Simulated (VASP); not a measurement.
# In2O3 (Ia-3) in VASP: further runs, part 2 of 2

VASP 6.6.1.

## 3. Relaxation of cell and atoms, PBE

This run uses another cell than the first one, of 13.64 Å³/atom, 1.035 times its volume.

Input file INCAR:

```
PREC = Accurate
ENCUT = 600
EDIFF = 1E-6
ISMEAR = 0
SIGMA = 0.02
LREAL = False
LASPH = True
NELM = 120
ALGO = Fast
ISIF = 3
LWAVE = False
LCHARG = False
GGA = PE
IBRION = 2
NSW = 80
EDIFFG = -0.005
KPAR = 8
```

Input file KPOINTS:

```
Automatic mesh
0
Gamma
  4 4 4
```

Input file POSCAR:

```
In2O3                                   
1.0
   -5.1476361034      5.1476361034      5.1476361034
    5.1476361034     -5.1476361034      5.1476361034
    5.1476361034      5.1476361034     -5.1476361034
  In              O             
    16    24
Direct
     0.2838534065344169    0.5338534065344170    0.7500000000000000
     0.7161465934655830    0.4661465934655831    0.2500000000000000
     0.0000000000000000    0.5000000000000000    0.0000000000000000
     0.0000000000000000    0.0000000000000000    0.5000000000000000
     0.7500000000000000    0.2838534065344169    0.5338534065344170
     0.2500000000000000    0.7161465934655830    0.4661465934655831
     0.7838534065344170    0.0338534065344170    0.7500000000000000
     0.2161465934655830    0.9661465934655830    0.2500000000000000
     0.5338534065344170    0.7500000000000000    0.2838534065344169
     0.7500000000000000    0.7838534065344170    0.0338534065344170
     0.5000000000000000    0.0000000000000000    0.0000000000000000
     0.5000000000000000    0.5000000000000000    0.5000000000000000
     0.2500000000000000    0.2161465934655830    0.9661465934655830
     0.4661465934655831    0.2500000000000000    0.7161465934655830
     0.9661465934655830    0.2500000000000000    0.2161465934655830
     0.0338534065344170    0.7500000000000000    0.7838534065344170
     0.5368586889589186    0.7721632350309080    0.5442869716859622
     0.7721632350309080    0.5442869716859622    0.5368586889589186
     0.5074282827270435    0.2353045460719895    0.9631413110410814
     0.7721237366550543    0.7278367649690920    0.2646954539280106
     0.2278367649690920    0.4557130283140379    0.4631413110410815
     0.2721237366550541    0.0074282827270436    0.0442869716859622
     0.4557130283140379    0.4631413110410815    0.2278367649690920
     0.9557130283140378    0.7278762633449457    0.9925717172729565
     0.7353045460719894    0.2278762633449459    0.2721632350309082
     0.9631413110410814    0.5074282827270435    0.2353045460719895
     0.2353045460719895    0.9631413110410814    0.5074282827270435
     0.0442869716859622    0.2721237366550541    0.0074282827270436
     0.0368586889589185    0.4925717172729565    0.7646954539280106
     0.7278762633449457    0.9925717172729565    0.9557130283140378
     0.2721632350309082    0.7353045460719894    0.2278762633449459
     0.9925717172729565    0.9557130283140378    0.7278762633449457
     0.7278367649690920    0.2646954539280106    0.7721237366550543
     0.2646954539280106    0.7721237366550543    0.7278367649690920
     0.2278762633449459    0.2721632350309082    0.7353045460719894
     0.4925717172729565    0.7646954539280106    0.0368586889589185
     0.0074282827270436    0.0442869716859622    0.2721237366550541
     0.7646954539280106    0.0368586889589185    0.4925717172729565
     0.5442869716859622    0.5368586889589186    0.7721632350309080
     0.4631413110410815    0.2278367649690920    0.4557130283140379
```

Potentials or basis: VASP PAW PBE potentials, release 64 (In_d, O).

Command:

```sh
> cat potpaw_PBE.64/In_d/POTCAR potpaw_PBE.64/O/POTCAR > POTCAR
> mpirun -np 8 vasp_std > vasp.out
```

Run time: 9.3 min. Hardware: 8 MPI ranks of Intel Xeon 6975P-C (Granite Rapids), shared host; peak memory 1.4 GiB.

Results (log left out):

| Property | Result |
| --- | --- |
| Free energy | -223.1338 eV |
| Relaxed volume | 13.64 Å³/atom |
| Relaxed cell | a = 8.916 Å, b = 8.916 Å, c = 8.916 Å, α = 109.47°, β = 109.47°, γ = 109.47° |
| Space group after relaxing (to 0.05 Å) | Ia-3 (No. 206) |
| Energy gained by relaxing | 0.0 meV/atom |
| Ionic steps | 3 |
| Pressure after relaxing | 0.0 GPa |
| Largest force after relaxing | 0.004 eV/Å |
| Band gap on the k mesh | 0.92 eV, direct |

Forces in eV/Å, atoms in the order of the input:
```
In   0.000  0.000  0.003
In   0.000  0.000 -0.003
In   0.000  0.000  0.000
In   0.000  0.000  0.000
In   0.003  0.000  0.000
In  -0.003  0.000  0.000
In   0.000  0.000  0.003
In   0.000  0.000 -0.003
In   0.000  0.003  0.000
In   0.003  0.000  0.000
In   0.000  0.000  0.000
In   0.000  0.000  0.000
In  -0.003  0.000  0.000
In   0.000 -0.003  0.000
In   0.000 -0.003  0.000
In   0.000  0.003  0.000
O   -0.004  0.001  0.000
O    0.001  0.000 -0.004
O   -0.001  0.000 -0.004
O    0.004  0.001  0.000
O   -0.001  0.000  0.004
O   -0.004  0.001  0.000
O    0.000  0.004 -0.001
O    0.000  0.004 -0.001
O    0.000 -0.004 -0.001
O   -0.004 -0.001  0.000
O    0.000 -0.004 -0.001
O    0.000 -0.004  0.001
O    0.004  0.001  0.000
O    0.004 -0.001  0.000
O   -0.001  0.000 -0.004
O   -0.001  0.000  0.004
O    0.001  0.000  0.004
O    0.000  0.004  0.001
O   -0.004 -0.001  0.000
O    0.001  0.000  0.004
O    0.001  0.000 -0.004
O    0.000  0.004  0.001
O    0.000 -0.004  0.001
O    0.004 -0.001  0.000
```

Final structure:
```
In O
1.0
    -5.14742    5.14742    5.14742
     5.14742   -5.14742    5.14742
     5.14742    5.14742   -5.14742
In O
16 24
Cartesian
  5.1474 2.5737 0.3486
  0.0000 2.5737 4.7989
  2.5737 -2.5737 2.5737
  2.5737 2.5737 -2.5737
  0.3486 5.1474 2.5737
  4.7989 0.0000 2.5737
  0.0000 7.7211 0.3486
  5.1474 -2.5737 4.7989
  2.5737 0.3486 5.1474
  0.3486 0.0000 7.7211
  -2.5737 2.5737 2.5737
  2.5737 2.5737 2.5737
  4.7989 5.1474 -2.5737
  2.5737 4.7989 0.0000
  -2.5737 4.7989 5.1474
  7.7211 0.3486 0.0000
  4.0128 1.5905 3.9364
  1.5905 3.9364 4.0128
  3.5570 6.3584 -1.1346
  1.1346 1.5905 6.3584
  3.5570 1.2110 1.1346
  -1.1346 1.5905 1.2110
  1.2110 1.1346 3.5570
  3.9364 6.2820 3.5570
  -1.2110 4.0128 3.5570
  -1.1346 3.5570 6.3584
  6.3584 -1.1346 3.5570
  1.2110 -1.1346 1.5905
  6.2820 1.5905 -1.2110
  6.2820 3.5570 3.9364
  3.5570 -1.2110 4.0128
  3.5570 3.9364 6.2820
  1.5905 6.3584 1.1346
  6.3584 1.1346 1.5905
  4.0128 3.5570 -1.2110
  1.5905 -1.2110 6.2820
  1.5905 1.2110 -1.1346
  -1.2110 6.2820 1.5905
  3.9364 4.0128 1.5905
  1.1346 3.5570 1.2110
```

Levels at points of the mesh, in eV from the valence-band top:
```
           k point  band 172  band 173  band 174  band 175  band 176  band 177  band 178  band 179  band 180  band 181
(0.00, 0.00, 0.00)     -0.22     -0.22      0.00      0.00      0.00      0.92      5.20      5.20      5.20      5.28
(0.50, 0.00, 0.00)     -0.20     -0.13     -0.13     -0.02     -0.02      2.99      2.99      4.68      4.68      4.77
(0.50, 0.50, 0.50)     -0.23     -0.20     -0.20     -0.20     -0.14      3.88      3.88      3.88      3.91      3.91
```

Caveat: spin-orbit coupling is left out, which moves the levels of the heavy elements.
